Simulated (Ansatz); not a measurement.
# PtS2 in Ansatz: the effect of functional

PtS2:

```
CELL_PARAMETERS angstrom
3.51942 0.00000 0.00000
-1.75971 3.04791 0.00000
0.00000 0.00000 5.00498
ATOMIC_POSITIONS crystal
Pt 0.00000 0.00000 0.00000
S 0.66667 0.33333 0.77300
S 0.33333 0.66667 0.22700
```

The cell isn't the ideal one: volume scaled by 0.98.

Alike in all runs:

```yaml
Program: Ansatz 0.2.0
Task: single point
Potentials_or_basis: Ansatz PAW
k_mesh: 9 × 9 × 5
Occupations: fermi-dirac, width 0.05 eV
Spin: no spin polarisation
```

```tsv
functional	cutoff	gap on the mesh (eV)	pressure (GPa)	largest force (eV/Å)
LDA	420 eV (not typed: the program's choice for these potentials)	0.92	7.1	1.12
PBEsol	420 eV (not typed: the program's choice for these potentials)	?	?	?
r2SCAN	500 eV (not typed: the program's choice for these potentials)	1.21	13.1	1.54
```

Task: What does the run with functional PBEsol give?

Result: gap on the mesh 0.97 eV; pressure 10.0 GPa; largest force 1.27 eV/Å.

Caveats: odd divisions of the mesh miss points on the zone boundary, where band edges often lie, so the gap on the mesh can be too wide; spin-orbit coupling is left out, which moves the levels of the heavy elements; the PAW data sets come from PBE, with cores solved anew for the run's functional, which leaves a small shift of forces and pressure; forces of over 1 eV/Å show positions far from the minimum, so gaps and moduli don't describe the material at rest.

A k mesh can miss the band edges.

Runs at the PBE level aren't shown here.
